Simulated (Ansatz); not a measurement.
## Li2O under changes of volume

One of the cells (8.399 Å³/atom); the others are scaled copies at fixed shape and fractional positions:

```
CELL_PARAMETERS angstrom
0.00000 2.32685 2.32685
2.32685 0.00000 2.32685
2.32685 2.32685 0.00000
ATOMIC_POSITIONS crystal
O 0.00000 0.00000 0.00000
Li 0.25000 0.25000 0.25000
Li 0.75000 0.75000 0.75000
```

The cell comes from a database or a generator and needn't be the stable form of this composition.

- Program: Ansatz 0.2.0
- Functional: PBEsol
- Potentials or basis: Ansatz PAW
- Cutoff: 420 eV (not typed: the program's choice for these potentials)
- k mesh: 10 × 10 × 10
- Occupations: fermi-dirac, width 0.05 eV
- Spin: no spin polarisation

| volume (Å³/atom) | energy over the lowest point (meV/atom) | pressure (GPa) | gap on the mesh (eV) |
| --- | --- | --- | --- |
| 7.895 | 0.30 | 1.2 | 4.90 |
| 8.063 | 0.00 | -0.6 | 4.87 |
| 8.231 | 1.46 | -2.2 | 4.83 |
| 8.399 | 4.56 | -3.6 | 4.79 |
| 8.567 | ? | ? | ? |
| 8.735 | 14.81 | -6.1 | 4.72 |
| 8.903 | 21.81 | -7.2 | 4.59 |

Q: What does the run at 8.567 Å³/atom give?

A: Energy over the lowest point 9.02 meV/atom; pressure -4.9 GPa; gap on the mesh 4.75 eV.

Worked out: A Birch-Murnaghan fit of order 3 (a polynomial in V^(-2/3)) to the other rows has its minimum at 8.00 Å³/atom with B0 = V·E''(V) = 83 GPa and B' = 3.9. It gives 9.03 meV/atom at 8.567 Å³/atom, against the run's 9.02, and -dE/dV = -4.9 GPa, against -4.9. A parabola through the other rows of the gap, of slope -2.93 eV per unit of ln V there, gives 4.75 eV, against the run's 4.75.

Energies are extrapolated to zero smearing.

Caveats: the PAW data sets come from PBE, with cores solved anew for the run's functional, which leaves a small shift of forces and pressure.

A mesh can miss the band edges.
